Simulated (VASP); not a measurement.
Input of a VASP 6.6.1 run:

INCAR

```
PREC = Accurate
ENCUT = 520
EDIFF = 1E-5
ISMEAR = -1
SIGMA = 0.05
LREAL = Auto
LASPH = True
NELM = 100
ALGO = Normal
ISIF = 2
LWAVE = False
LCHARG = False
GGA = PE
IVDW = 12
NBANDS = 49
IBRION = 0
NSW = 40
POTIM = 0.5
TEBEG = 300.0
TEEND = 300.0
ISYM = 0
NELMIN = 4
RANDOM_SEED = 371479 0 0
MDALGO = 3
LANGEVIN_GAMMA = 20 20 20
```

KPOINTS

```
regular mesh
0
Gamma
  1 1 1
```

Contents of POSCAR:

```
H16CO7
1.0
    6.2743050000      0.0000000000      0.0000000000
    0.0000000000      6.2743050000      0.0000000000
    0.0000000000      0.0000000000      6.2743050000
O H C
7 16 1
Direct
    0.7819711800      0.8522794900      0.7630368300
    0.4387914200      0.6677259100      0.0207278000
    0.4149559900      0.8720067100      0.4479883700
    0.5344643900      0.1879757700      0.1758084700
   -0.0618673400      0.3725277800      0.1922959100
    0.2179877500      0.5242054800      0.6689032000
    0.9104517400      0.2575162200      0.7745954300
    0.9007326600      0.7550574100      0.7408155800
    0.8507838300      0.9952625300      0.7739145200
    0.5543003500      0.7610094300     -0.0363119800
    0.4078873800      0.7288231400      0.1628894900
    0.4455917200      1.0007619600      0.3606260400
    0.5430365300      0.8585579600      0.5383594200
    0.6775163700      0.2478390800      0.2050374000
    0.4593286800      0.3070164700      0.1061352600
    0.0436481600      0.2814517200      0.2619813100
   -0.0577657900      0.3275764400      0.0398892800
    0.2848437600      0.5850157000      0.8005391600
    0.2449857700      0.6326051300      0.5587734800
    0.5977852800      0.2417262000      0.6713599800
    1.0379994900      0.3390455600      0.7221164700
    0.6771301000      0.4952057300      0.7732096300
    0.7680004600      0.4105068900      0.5152298800
    0.7284938000      0.3576976800      0.6777781600
```

Potentials or basis: VASP PAW PBE potentials, release 64 (O, H, C).

Command:

```bash
$ cat potpaw_PBE.64/O/POTCAR potpaw_PBE.64/H/POTCAR potpaw_PBE.64/C/POTCAR > POTCAR
$ mpirun -np 1 vasp_gam > vasp.out
```

Question: Predict the dispersion energy per atom.

Answer: -0.034 eV.

The path:
| step | potential energy change (eV) | largest force (eV/Å) | pressure (GPa) | volume (Å³) | temperature (K) |
| --- | --- | --- | --- | --- | --- |
| 1 | 0.0000 | 0.5538 | -0.80 | 247.00 | 316 |
| 2 | 0.0355 | 1.2321 | -1.09 | 247.00 | 310 |
| 3 | 0.1268 | 2.0176 | -1.28 | 247.00 | 280 |
| 4 | 0.2403 | 2.6073 | -1.39 | 247.00 | 246 |
| 5 | 0.3236 | 2.8791 | -1.53 | 247.00 | 223 |
| 6 | 0.3525 | 2.7482 | -1.65 | 247.00 | 212 |
| 7 | 0.3288 | 2.2877 | -1.69 | 247.00 | 217 |
| 8 | 0.2702 | 1.8098 | -1.60 | 247.00 | 230 |
| 9 | 0.2180 | 1.4793 | -1.45 | 247.00 | 248 |
| 10 | 0.1936 | 1.0414 | -1.18 | 247.00 | 252 |
| 11 | 0.2114 | 1.3269 | -0.79 | 247.00 | 244 |
| 12 | 0.2718 | 1.8752 | -0.36 | 247.00 | 220 |
| 13 | 0.3563 | 2.4544 | 0.09 | 247.00 | 186 |
| 14 | 0.4320 | 2.7211 | 0.37 | 247.00 | 157 |
| 15 | 0.4674 | 2.7110 | 0.49 | 247.00 | 145 |
| 16 | 0.4386 | 2.5293 | 0.34 | 247.00 | 155 |
| 17 | 0.3714 | 2.1277 | 0.02 | 247.00 | 177 |
| 18 | 0.2927 | 1.5780 | -0.46 | 247.00 | 202 |
| 19 | 0.2420 | 1.1338 | -0.99 | 247.00 | 222 |
| 20 | 0.2487 | 1.2723 | -1.44 | 247.00 | 226 |
| 21 | 0.2978 | 1.8552 | -1.68 | 247.00 | 209 |
| 22 | 0.3709 | 2.2984 | -1.77 | 247.00 | 185 |
| 23 | 0.4427 | 2.5876 | -1.72 | 247.00 | 162 |
| 24 | 0.4902 | 2.7909 | -1.61 | 247.00 | 144 |
| 25 | 0.5107 | 2.9254 | -1.48 | 247.00 | 138 |
| 26 | 0.4936 | 2.7565 | -1.27 | 247.00 | 144 |
| 27 | 0.4445 | 2.2703 | -1.05 | 247.00 | 159 |
| 28 | 0.3870 | 1.8079 | -0.78 | 247.00 | 176 |
| 29 | 0.3475 | 1.6597 | -0.45 | 247.00 | 190 |
| 30 | 0.3503 | 1.4102 | -0.10 | 247.00 | 184 |
| 31 | 0.3962 | 2.2871 | 0.23 | 247.00 | 164 |
| 32 | 0.4605 | 2.8816 | 0.55 | 247.00 | 146 |
| 33 | 0.5055 | 3.0641 | 0.85 | 247.00 | 137 |
| 34 | 0.5044 | 3.0878 | 0.89 | 247.00 | 144 |
| 35 | 0.4664 | 2.7031 | 0.85 | 247.00 | 163 |
| 36 | 0.4091 | 1.9624 | 0.52 | 247.00 | 186 |
| 37 | 0.3672 | 1.2906 | 0.20 | 247.00 | 207 |
| 38 | 0.3544 | 1.1622 | -0.11 | 247.00 | 216 |
| 39 | 0.3667 | 1.4492 | -0.37 | 247.00 | 215 |
| 40 | 0.3969 | 1.7163 | -0.64 | 247.00 | 213 |
